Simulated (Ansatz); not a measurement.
## BaTiO3: equation of state with PBEsol

Crystal: BaTiO3.

```xyz
5
Lattice="3.9998 0.0000 0.0000 0.0000 3.9998 0.0000 0.0000 0.0000 4.0180" Properties=species:S:1:pos:R:3 pbc="T T T"
Ba    0.0000    0.0000    0.0000
Ti    1.9999    1.9999    1.9688
O     0.0000    1.9999    2.0773
O     1.9999    0.0000    2.0773
O     1.9999    1.9999    0.0763
```

* Program: Ansatz 0.2.0
* Task: equation of state
* Functional: PBEsol
* Potentials or basis: all-electron LAPW, scalar-relativistic
* Basis error allowed: 0.002 eV/atom
* k mesh: 7 × 7 × 7
* Occupations: fermi-dirac, width 0.05 eV
* Spin: no spin polarisation

The equilibrium volume is 12.57 Å³/atom and the bulk modulus at fixed shape and positions is 178 GPa. The pressure derivative of the bulk modulus is 4.5.

Energy against volume, from the lowest point:
```csv
volume (Å³/atom),energy (meV/atom)
12.085,11.08
12.342,2.31
12.599,0.00
12.856,3.47
13.113,12.11
13.371,25.36
13.628,42.73
```

All runs of the series together: 4.8 min on 4 threads of Intel(R) Xeon(R) Processor @ 2.50GHz (Skylake/Cascade Lake), on a shared host.

Caveat: the cell was scaled at fixed shape and fractional positions, which overstates the stiffness of a crystal with free parameters, most of all of layers and chains. Spin-orbit coupling is left out, which matters for the levels of Ba.
